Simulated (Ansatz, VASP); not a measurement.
**GaP in VASP and in Ansatz**

```
CELL_PARAMETERS angstrom
0.00000 2.63816 2.63816
2.63816 0.00000 2.63816
2.63816 2.63816 0.00000
ATOMIC_POSITIONS crystal
Ga 0.00000 0.00000 0.00000
P 0.25000 0.25000 0.25000
```

Change from the starting cell: volume scaled by 0.88, LAPW.

Alike in both runs: task single point; functional PBE; k mesh 12 × 12 × 12; occupations fermi-dirac, width 0.1 eV; no spin polarisation.

|  | VASP | Ansatz |
| --- | --- | --- |
| version | VASP 6.6.1 | Ansatz 0.2.0 |
| potentials or method | VASP PAW PBE potentials, release 64 (Ga_d, P), cutoff 520 eV | all-electron LAPW, scalar-relativistic |

Ansatz gave:

```
pressure (GPa) : 13.0
```

Q: Which values does VASP return?

A: Pressure (GPa): 12.9.

Ansatz ran all-electron here, so the differences hold the error of VASP's frozen core and of both bases.

A k mesh can miss the band edges.
